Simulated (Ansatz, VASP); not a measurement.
AlRu: VASP beside Ansatz

INCAR

```
PREC = Accurate ; ENCUT = 600
EDIFF = 1E-7 ; ISMEAR = 0
SIGMA = 0.1 ; LREAL = False
LASPH = True ; NELM = 100
ALGO = Fast ; ISIF = 3
LWAVE = False ; LCHARG = False
GGA = PE ; IBRION = 2
NSW = 90 ; EDIFFG = -0.04
```

Contents of KPOINTS:

```
regular mesh
0
Gamma
  6 6 6
```

The input POSCAR:

```
AlRu
1.0
    3.1476994900      0.0000000000      0.0000000000
    0.0000000000      3.1476994900      0.0000000000
    0.0000000000      0.0000000000      3.1476994900
Al Ru
1 1
Direct
    0.5000000000      0.5000000000      0.5000000000
    0.0000000000      0.0000000000      0.0000000000
```

Input for Ansatz:

```yaml
crystal:
  lattice:
    - [3.14769949, 0.0, 0.0]
    - [0.0, 3.14769949, 0.0]
    - [0.0, 0.0, 3.14769949]
  atoms:
    - { symbol: Al, position: [0.5, 0.5, 0.5] }
    - { symbol: Ru, position: [0.0, 0.0, 0.0] }
basis:
  ecutwfc: 420
kpoints:
  mp_grid: { grid: [6, 6, 6] }
hamiltonian:
  xc: pbe
scf:
  occupations: { method: gaussian, width: 0.1 }
  lower_state_search: "off"
output:
  forces: true
  stress: true
  eigenvalues: true
relax:
  adjacent_minimum: "off"
  f_tol: 0.04
  max_steps: 70
  cell: { stress_tol: 0.4 }
```

Change from the starting cell: species swapped into the ScCo type (Pm-3m, No. 221).

Alike in both runs: task relaxation of cell and atoms; functional PBE; k mesh 6 × 6 × 6; occupations gaussian, width 0.1 eV; no spin polarisation.

|  | VASP | Ansatz |
| --- | --- | --- |
| version | VASP 6.6.1 | Ansatz 0.2.0 |
| potentials or method | VASP PAW PBE potentials, release 64 (Al, Ru_pv) | scalar-relativistic, plane waves, PAW |
| plane-wave cutoff (eV) | 600 | 420 |
| valence electrons in the cell | 17 | 19 |

|  | VASP | Ansatz | Ansatz less VASP |
| --- | --- | --- | --- |
| gap on the k mesh at the Fermi level, each at its own relaxed structure (eV) | none | none | - |
| relaxed volume (Å³/atom) | 13.55 | 13.55 | -0.003 |
| relaxed cell length with the largest relative difference (Å) | 3.004 | 3.004 | -0.0002 |
| energy change over the relaxation (meV/atom) | -153 | -152 | +0.8 |

A gap of «none» marks a metal or a gap that the smearing closes. The two sets of potentials don't hold the same shells in valence.
